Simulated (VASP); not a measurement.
# Sb (I4/mmm) in VASP: a series of runs

Runs on Sb. Level: LDA. Tasks: single point.

Program: VASP 6.6.1. These are calculated values, not measurements. Logs are shortened: lines on timing, memory, paths and dates and some standing lists are left out, and cuts for length are marked.

### Step 1. The structure

It takes space group I4/mmm (No. 139, tetragonal). Conventional cell: a = 3.156 Å, b = 3.156 Å, c = 5.355 Å, α = 90.00°, β = 90.00°, γ = 90.00°. Sb (site symmetry 4/mmm) is surrounded by 12 Sb at 3.16 to 3.49 Å.

This isn't the form of Sb at room conditions, which is rhombohedral.

### Step 2. Single point, LDA

Contents of INCAR:

```
PREC = Accurate ; ENCUT = 520
EDIFF = 1E-6 ; ISMEAR = 0
SIGMA = 0.15 ; LREAL = False
LASPH = True ; NELM = 100
ALGO = Fast ; ISIF = 2
LWAVE = False ; LCHARG = True
LELF = True ; LVHAR = True
NBANDS = 8
```

Contents of KPOINTS:

```
Automatic mesh
0
Gamma
  20 20 20
```

Contents of POSCAR:

```
Sb
1.0
    0.0000000000      2.2314246460      2.6777095752
    2.2314246460      0.0000000000      2.6777095752
    2.2314246460      2.2314246460      0.0000000000
Sb
1
Direct
    0.0000000000      0.0000000000      0.0000000000
```

Potentials or basis: VASP PAW LDA potentials, release 64 (Sb).

Run with:

```bash
$ cat potpaw_LDA.64/Sb/POTCAR > POTCAR
$ mpirun -np 1 vasp_std > vasp.out
```

OUTCAR:

```text
PREC = Accurate
   ENCUT = 520
   EDIFF = 1E-6
   ISMEAR = 0
   LREAL = False
   LASPH = True
   NELM = 100
   ISIF = 2

 ion  position               nearest neighbor table
   1  0.000  0.000  0.000-

  LATTYP: Found a body centered tetragonal cell.
 ALAT       =     3.1557109978
 C/A-ratio  =     1.6970562748

  Lattice vectors:

 A1 = (  -2.2314246460,   0.0000000000,   2.6777095752)
 A2 = (   2.2314246460,   0.0000000000,   2.6777095752)
 A3 = (   0.0000000000,   2.2314246460,  -2.6777095752)

Analysis of symmetry for initial positions (statically):
=====================================================================
 Subroutine PRICEL returns:
 Original cell was already a primitive cell.

 Routine SETGRP: Setting up the symmetry group for a
 body centered tetragonal supercell.

 Subroutine GETGRP returns: Found 16 space group operations
 (whereof 16 operations were pure point group operations)
 out of a pool of 16 trial point group operations.

The static configuration has the point symmetry D_4h.

Analysis of symmetry for dynamics (positions and initial velocities):
=====================================================================
 Subroutine PRICEL returns:
 Original cell was already a primitive cell.

 Routine SETGRP: Setting up the symmetry group for a
 body centered tetragonal supercell.

 Subroutine GETGRP returns: Found 16 space group operations
 (whereof 16 operations were pure point group operations)
 out of a pool of 16 trial point group operations.

The dynamic configuration has the point symmetry D_4h.

 Subroutine INISYM returns: Found 16 space group operations
 (whereof 16 operations are pure point group operations),
 and found     1 'primitive' translations

----------------------------------------------------------------------------------------

                                     Primitive cell

  volume of cell :      26.6660

  direct lattice vectors                    reciprocal lattice vectors
     0.000000000  2.231424646  2.677709575    -0.224072097  0.224072097  0.186726748
     2.231424646  0.000000000  2.677709575     0.224072097 -0.224072097  0.186726748
     2.231424646  2.231424646  0.000000000     0.224072097  0.224072097 -0.186726748

  length of vectors
     3.485596724  3.485596724  3.155710998     0.367809037  0.367809037  0.367809037

  position of ions in fractional coordinates (direct lattice)
     0.000000000  0.000000000  0.000000000

  ion indices of the primitive-cell ions
   primitive index   ion index
                 1           1

----------------------------------------------------------------------------------------

 KPOINTS: Automatic mesh

Automatic generation of k-mesh.
 Grid dimensions read from file:
 generate k-points for:   20   20   20

 Generating k-lattice:

  Cartesian coordinates                     Fractional coordinates (reciprocal lattice)
    -0.011203605  0.011203605  0.009336337     0.050000000 -0.000000000  0.000000000
     0.011203605 -0.011203605  0.009336337    -0.000000000  0.050000000  0.000000000
     0.011203605  0.011203605 -0.009336337     0.000000000  0.000000000  0.050000000

  Length of vectors
     0.018390452  0.018390452  0.018390452

  Shift w.r.t. Gamma in fractional coordinates (k-lattice)
     0.000000000  0.000000000  0.000000000

 Subroutine IBZKPT returns following result:
 ===========================================

 Found    641 irreducible k-points:

 Following reciprocal coordinates:
            Coordinates               Weight
  0.000000  0.000000  0.000000      1.000000
  0.050000  0.000000  0.000000      8.000000
  0.100000 -0.000000  0.000000      8.000000
  0.150000  0.000000  0.000000      8.000000
  0.200000 -0.000000  0.000000      8.000000
  0.250000 -0.000000  0.000000      8.000000
[... 16 lines left out ...]
 -0.400000  0.050000  0.000000      8.000000
 -0.350000  0.050000  0.000000      8.000000
 [... further k-points ...]
   k-points           NKPTS =    641   k-points in BZ     NKDIM =    641   number of bands    NBANDS=      8
   number of dos      NEDOS =    301   number of ions     NIONS =      1
   total plane-waves  NPLWV =  18816
   dimension x,y,z NGX =    28 NGY =   28 NGZ =   24
   dimension x,y,z NGXF=    56 NGYF=   56 NGZF=   48
   ions per type =               1
   NGX,Y,Z   is equivalent  to a cutoff of  13.35, 13.35, 12.64 a.u.
   NGXF,Y,Z  is equivalent  to a cutoff of  26.71, 26.71, 25.29 a.u.
 SYSTEM =  unknown system
   PREC   = accura    normal or accurate (medium, high low for compatibility)
   ISTART =      0    job   : 0-new  1-cont  2-samecut
   ICHARG =      2    charge: 1-file 2-atom 10-const
   ISPIN  =      1    spin polarized calculation?
   LNONCOLLINEAR =      F non collinear calculations
   LSORBIT =      F    spin-orbit coupling
   LASPH  =      T    aspherical Exc in radial PAW
   ENCUT  =  520.0 eV  38.22 Ry    6.18 a.u.   6.48  6.48  5.87*2*pi/ulx,y,z
   NELM   =    100;   NELMIN=  2; NELMDL= -5     # of ELM steps
   EDIFF  = 0.1E-05   stopping-criterion for ELM
   LREAL  =      F    real-space projection
   EDIFFG = 0.1E-04   stopping-criterion for IOM
   NSW    =      0    number of steps for IOM
   IBRION =     -1    ionic relax: 0-MD 1-quasi-New 2-CG
   NFREE  =      0    steps in history (QN), initial steepest desc. (CG)
   ISIF   =      2    stress and relaxation
   ISYM   =      2    0-nonsym 1-usesym 2-fastsym
   POTIM  = 0.5000    time-step for ionic-motion
   TEBEG  =    0.0;   TEEND  =   0.0 temperature during run
   PSTRESS=    0.0 pullay stress
   NELECT =       5.0000    total number of electrons
   NUPDOWN=      -1.0000    fix difference up-down
   EMIN   =  10.00;   EMAX   =-10.00  energy-range for DOS
   EFERMI =   0.00;   METHOD = LEGACY
   ISMEAR =     0;   SIGMA  =   0.15  broadening in eV -4-tet -1-fermi 0-gaus
   EFERMI_NEDOS =   21; number of points for ismear=-14 and -15
   IALGO  =     68    algorithm
   IMIX   =      4    mixing-type and parameters
     AMIX     =   0.40;   BMIX     =  1.00
     AMIX_MAG =   1.60;   BMIX_MAG =  1.00
  volume/ion in A,a.u.               =      26.67       179.95
  Fermi-wavevector in a.u.,A,eV,Ry     =   0.937013  1.770697 11.945820  0.877993
  Thomas-Fermi vector in A             =   2.064081
   LORBIT       =      0    0 simple, 1 ext, 2 COOP (PROOUT), +10 PAW based schemes
   GGA     = CA    functional components
   LHFCALC =     F    Hartree Fock is set to
   AEXX    =    0.0000 exact exchange contribution
   IVDW    =     0    specifies the selected vdW correction
   LEPSILON=     F    determine dielectric tensor
   LRPA    =     F    only Hartree local field effects (RPA)
 non-spin polarized calculation
 RMM-DIIS sequential band-by-band and
 Gauss-broadening in eV      SIGMA  =   0.15
  energy-cutoff  :      520.00
  volume of cell :       26.67
 maximum number of plane-waves:       745
 NGX is ok and might be reduce to    28

 number of electron       5.0000000 magnetization

 Free energy of the ion-electron system (eV)
  ---------------------------------------------------
  ext. energy  EPLUGINS =         0.00000000
  ---------------------------------------------------
  free energy    TOTEN  =        -4.54882806 eV

  energy without entropy =       -4.54065183  energy(sigma->0) =       -4.54473994

 E-fermi :   8.5319     XC(G=0): -10.4054

 val. band max:        8.5298965031   @ k =  -0.4000   0.1500   0.0500
 cond. band min:       8.5349281539   @ k =  -0.4000   0.1000   0.5000
 fundamental gap:      0.0050316508
 Fermi energy:         8.5318719792

 k-point     1 :       0.0000    0.0000    0.0000
  band No.  band energies     occupation
      1      -4.5030      2.00000
      2      13.2836      0.00000
      3      13.9471      0.00000
      4      13.9471      0.00000
      5      17.7786      0.00000
      6      19.0191      0.00000
      7      19.0191      0.00000
      8      19.2215      0.00000

 k-point     2 :       0.0500    0.0000    0.0000
  band No.  band energies     occupation
      1      -4.4525      2.00000
      2      13.0693      0.00000
      3      13.5460      0.00000
      4      13.9322      0.00000
      5      17.8785      0.00000
      6      18.3151      0.00000
      7      19.1000      0.00000
      8      19.1528      0.00000

 k-point     3 :       0.1000   -0.0000    0.0000
  band No.  band energies     occupation
      1      -4.3013      2.00000
      2      12.1214      0.00000
      3      13.0093      0.00000
      4      13.8929      0.00000
      5      17.4469      0.00000
      6      18.1532      0.00000
      7      19.2019      0.00000
      8      19.3329      0.00000

 k-point     4 :       0.1500    0.0000    0.0000
  band No.  band energies     occupation
      1      -4.0503      2.00000
      2      10.7272      0.00000
      3      12.5430      0.00000
      4      13.8421      0.00000
      5      16.8299      0.00000
      6      18.0452      0.00000
      7      19.6856      0.00000
      8      19.6952      0.00000

 k-point     5 :       0.2000   -0.0000    0.0000
  band No.  band energies     occupation
      1      -3.7012      2.00000
      2       9.2413      0.00000
      3      12.0649      0.00000
      4      13.7939      0.00000
      5      16.2918      0.00000
      6      17.9164      0.00000
      7      20.0796      0.00000
      8      20.3983      0.00000
[... 177 lines left out ...]
 k-point    22 :      -0.4500    0.0500    0.0000
  band No.  band energies     occupation
      1      -0.7044      2.00000
      2       2.8324      2.00000
      3      10.0138      0.00000
      4      13.7612      0.00000
      5      15.2823      0.00000
      6      18.2882      0.00000
      7      19.0642      0.00000
      8      19.3250      0.00000

 k-point    23 :      -0.4000    0.0500    0.0000
  band No.  band energies     occupation
      1      -1.1551      2.00000
      2       3.4837      2.00000
      3      10.1185      0.00000
      4      13.8887      0.00000
      5      15.3562      0.00000
      6      18.5817      0.00000
      7      19.0890      0.00000
      8      19.2023      0.00000

 k-point    24 :      -0.3500    0.0500    0.0000
  band No.  band energies     occupation
      1      -1.7749      2.00000
      2       4.5039      2.00000
      3      10.3246      0.00000
      4      13.9957      0.00000
      5      15.5030      0.00000
      6      18.5948      0.00000
      7      19.2606      0.00000
      8      19.5255      0.00000

 [... further k-points ...]

------------------------ aborting loop because EDIFF is reached ----------------------------------------

  FORCE on cell =-STRESS in cart. coord.  units (eV):
  Direction    XX          YY          ZZ          XY          YZ          ZX
  --------------------------------------------------------------------------------------
  -------------------------------------------------------------------------------------
  Total       -0.2907788     -0.2907788     -0.2348314      0.0000000      0.0000000     -0.0000000
  in kB      -17.4709070    -17.4709070    -14.1094096      0.0000000      0.0000000     -0.0000000
  external PRESSURE =     -16.3504079 kB  Pullay stress =       0.0000000 kB

 VOLUME and BASIS-vectors are now :
 -----------------------------------------------------------------------------
  energy-cutoff  :      520.00
  volume of cell :       26.67
      direct lattice vectors                 reciprocal lattice vectors
     0.000000000  2.231424646  2.677709575    -0.224072097  0.224072097  0.186726748
     2.231424646  0.000000000  2.677709575     0.224072097 -0.224072097  0.186726748
     2.231424646  2.231424646  0.000000000     0.224072097  0.224072097 -0.186726748

 POSITION                                       TOTAL-FORCE (eV/Angst)
 -----------------------------------------------------------------------------------
      0.00000      0.00000      0.00000         0.000000     -0.000000     -0.000000
 -----------------------------------------------------------------------------------
    total drift:                                0.000000      0.000000      0.000000

  FREE ENERGIE OF THE ION-ELECTRON SYSTEM (eV)
  ---------------------------------------------------
  free  energy   TOTEN  =        -4.5488280575 eV

  energy  without entropy=       -4.5406518266  energy(sigma->0) =       -4.54473994
```

Run time: 46 s. Hardware: 1 thread of Intel Xeon 6975P-C (Granite Rapids), shared host; peak memory 0.25 GiB.

What came out:

* Free energy: -4.5488 eV
* Pressure: -1.6 GPa
* Band gap on the k mesh: none (metal or under the smearing width)

Stress tensor (GPa, compression positive):
```
-1.75  0.00  0.00
 0.00 -1.75  0.00
 0.00  0.00 -1.41
```

Spin-orbit coupling is left out, which matters for the levels of Sb.

### Step 3. Single point, LDA

This run uses another cell than the first one, of the same volume but with other edges.

Contents of INCAR:

```
  PREC = Accurate
  ENCUT = 520
  EDIFF = 1E-6
  ISMEAR = 0
  SIGMA = 0.15
  LREAL = False
  LASPH = True
  NELM = 100
  ALGO = Fast
  ISIF = 2
  LWAVE = False
  LCHARG = True
  GGA = CA
  LELF = True
  LVHAR = True
  NBANDS = 8
```

KPOINTS is that of step 2.

Contents of POSCAR:

```
Sb
1.0
    0.0000000000      2.5032429343      2.1277564941
    2.5032429343      0.0000000000      2.1277564941
    2.5032429343      2.5032429343      0.0000000000
Sb
1
Direct
    0.0000000000      0.0000000000      0.0000000000
```

Potentials or basis: VASP PAW LDA potentials, release 64 (Sb).

Run with:

```bash
$ cat potpaw_LDA.64/Sb/POTCAR > POTCAR
$ mpirun -np 1 vasp_std > vasp.out
```

OUTCAR:

```text
PREC = Accurate
   ENCUT = 520
   EDIFF = 1E-6
   ISMEAR = 0
   LREAL = False
   LASPH = True
   NELM = 100
   ISIF = 2
   GGA = CA

 ion  position               nearest neighbor table
   1  0.000  0.000  0.000-

  LATTYP: Found a body centered tetragonal cell.
 ALAT       =     3.5401201076
 C/A-ratio  =     1.2020815280

  Lattice vectors:

 A1 = (   0.0000000000,  -2.5032429343,  -2.1277564941)
 A2 = (   0.0000000000,   2.5032429343,  -2.1277564941)
[... 445 lines left out ...]
      8      22.4563      0.00000

 [... further k-points ...]

------------------------ aborting loop because EDIFF is reached ----------------------------------------

  FORCE on cell =-STRESS in cart. coord.  units (eV):
  Direction    XX          YY          ZZ          XY          YZ          ZX
  --------------------------------------------------------------------------------------
  -------------------------------------------------------------------------------------
  Total       -0.2018077     -0.2018077     -0.8198839      0.0000000     -0.0000000      0.0000000
  in kB      -12.1252412    -12.1252412    -49.2612041      0.0000000     -0.0000000      0.0000000
  external PRESSURE =     -24.5038955 kB  Pullay stress =       0.0000000 kB

 VOLUME and BASIS-vectors are now :
 -----------------------------------------------------------------------------
  energy-cutoff  :      520.00
  volume of cell :       26.67
      direct lattice vectors                 reciprocal lattice vectors
     0.000000000  2.503242934  2.127756494    -0.199740901  0.199740901  0.234989296
     2.503242934  0.000000000  2.127756494     0.199740901 -0.199740901  0.234989296
     2.503242934  2.503242934  0.000000000     0.199740901  0.199740901 -0.234989296

 POSITION                                       TOTAL-FORCE (eV/Angst)
 -----------------------------------------------------------------------------------
      0.00000      0.00000      0.00000        -0.000000     -0.000000      0.000000
 -----------------------------------------------------------------------------------
    total drift:                                0.000000      0.000000     -0.000000

  FREE ENERGIE OF THE ION-ELECTRON SYSTEM (eV)
  ---------------------------------------------------
  free  energy   TOTEN  =        -4.5676852787 eV

  energy  without entropy=       -4.5596344081  energy(sigma->0) =       -4.56365984
```

OSZICAR:

```text
N       E                     dE             d eps       ncg     rms          rms(c)
DAV:   1     0.452925788198E+01    0.45293E+01   -0.16685E+03 10392   0.410E+02
DAV:   2    -0.447099463682E+01   -0.90003E+01   -0.86383E+01 14488   0.530E+01
DAV:   3    -0.457481521154E+01   -0.10382E+00   -0.10341E+00 12312   0.639E+00
DAV:   4    -0.457511910583E+01   -0.30389E-03   -0.30389E-03 15664   0.425E-01
DAV:   5    -0.457511966714E+01   -0.56131E-06   -0.56251E-06 13016   0.118E-02    0.183E+00
RMM:   6    -0.457027072522E+01    0.48489E-02   -0.14810E-03 10268   0.202E-01    0.107E+00
RMM:   7    -0.456768221116E+01    0.25885E-02   -0.33322E-03 11650   0.304E-01    0.370E-02
RMM:   8    -0.456768335763E+01   -0.11465E-05   -0.13733E-04 11073   0.898E-02    0.143E-02
RMM:   9    -0.456768500114E+01   -0.16435E-05   -0.15770E-05 11961   0.302E-02    0.131E-02
RMM:  10    -0.456768527866E+01   -0.27751E-06   -0.17913E-06 11105   0.118E-02
   1 F= -.45676853E+01 E0= -.45636598E+01  d E =-.805087E-02
```

stdout:

```text
POSCAR found type information on POSCAR Sb
 POSCAR found :  1 types and       1 ions
 scaLAPACK will be used
 LDA part: xc-table for (Slater(with rela. corr.)+CA(PZ))
 , standard interpolation
 POSCAR, INCAR and KPOINTS ok, starting setup
 FFT: planning ... GRIDC
 FFT: planning ... GRID_SOFT
 FFT: planning ... GRID
 WAVECAR not read
 entering main loop
```

Run time: 29 s. Hardware: 1 thread of Intel Xeon 6975P-C (Granite Rapids), shared host; peak memory 0.24 GiB.

Results:

| Item | Value |
| --- | --- |
| Free energy | -4.5677 eV |
| Pressure | -2.5 GPa |
| Band gap on the k mesh | none (metal or under the smearing width) |

Stress tensor (GPa, compression positive):
```
-1.21  0.00  0.00
 0.00 -1.21  0.00
 0.00  0.00 -4.93
```
